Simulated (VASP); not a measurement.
## TiO2 (Anatase): relaxation of cell and atoms with PBEsol

TiO2 (Anatase):

```xyz
6
Lattice="-1.8921 1.8921 4.7573 1.8921 -1.8921 4.7573 1.8921 1.8921 -4.7573" Properties=species:S:1:pos:R:3 pbc="T T T"
Ti    0.0000    0.0000    0.0000
Ti    0.0000    1.8921    2.3786
O     0.0000    0.0000    1.9800
O     0.0000    1.8921    4.3586
O     0.0000    1.8921    0.3987
O     0.0000    0.0000    7.5346
```

| Item | Value |
| --- | --- |
| Program | VASP 6.6.1 |
| Task | relaxation of cell and atoms |
| Functional | PBEsol |
| Potentials or basis | VASP PAW PBE potentials, release 64 (Ti_sv, O) |
| Cutoff | 600 eV |
| k mesh | 10 × 10 × 10 |
| Occupations | gaussian, width 0.03 eV |
| Spin | no spin polarisation |
| Further INCAR settings | ALGO = Normal; EDIFF = 1e-06; IBRION = 2; EDIFFG = -0.01; NSW = 90; ISIF = 3 |

```
Relaxed volume                         : 11.33 Å³/atom
Relaxed cell                           : a = 5.473 Å, b = 5.473 Å, c = 5.473 Å, α = 139.69°, β = 139.69°, γ = 58.33°
Space group after relaxing (to 0.05 Å) : I4_1/amd (No. 141)
Energy gained by relaxing              : 0.2 meV/atom
Ionic steps                            : 12
Pressure after relaxing                : 0.0 GPa
Band gap on the k mesh                 : 2.09 eV, indirect (least direct gap 2.42 eV)
```

The path:
```tsv
step	energy change (eV)	largest force (eV/Å)	pressure (GPa)	volume (Å³)
1	0.0000	0.0106	-0.53	68.13
2	-0.0006	0.0091	0.55	67.76
3	-0.0008	0.0024	0.22	67.87
4	-0.0008	0.0023	0.16	67.89
5	-0.0009	0.0267	-0.03	67.95
6	-0.0009	0.0355	-0.13	67.97
7	-0.0009	0.0316	-0.09	67.96
8	-0.0009	0.0296	-0.08	67.96
9	-0.0010	0.0275	-0.05	67.96
10	-0.0011	0.0225	0.05	67.98
11	-0.0012	0.0117	0.04	68.02
12	-0.0012	0.0012	0.02	68.01
```

Final structure:
```yaml
crystal:
  lattice:
    - [-1.88605, 1.88605, 4.77950]
    - [1.88605, -1.88605, 4.77950]
    - [1.88605, 1.88605, -4.77950]
  atoms:
    - { symbol: Ti, position: [0.00000, 0.00000, 0.00000] }
    - { symbol: Ti, position: [0.75000, 0.25000, 0.50000] }
    - { symbol: O, position: [0.20756, 0.20756, 0.00000] }
    - { symbol: O, position: [0.95756, 0.45756, 0.50000] }
    - { symbol: O, position: [0.54244, 0.04244, 0.50000] }
    - { symbol: O, position: [0.79244, 0.79244, 0.00000] }
```

Levels at points of the mesh, in eV from the valence-band top:
| k point | band 21 | band 22 | band 23 | band 24 | band 25 | band 26 | band 27 | band 28 |
| --- | --- | --- | --- | --- | --- | --- | --- | --- |
| (0.00, 0.00, 0.00) | -0.77 | -0.77 | -0.46 | -0.46 | 2.09 | 2.84 | 4.03 | 4.03 |
| (0.50, 0.00, 0.00) | -1.98 | -0.96 | -0.83 | -0.64 | 3.25 | 3.57 | 3.58 | 3.66 |
| (0.50, 0.50, 0.00) | -2.09 | -2.09 | -0.04 | -0.04 | 3.33 | 3.33 | 3.83 | 3.83 |
| (0.50, 0.50, 0.50) | -1.26 | -1.26 | -0.10 | -0.10 | 2.45 | 2.45 | 3.79 | 3.79 |

Wall time 18 min on 2 MPI ranks on Intel(R) Xeon(R) 6975P-C (Granite Rapids), on a shared host, peak memory 0.46 GiB a rank.

Caveat: the PAW data sets were made with another functional, which shifts forces and pressure a little. A k mesh can miss the band edges.
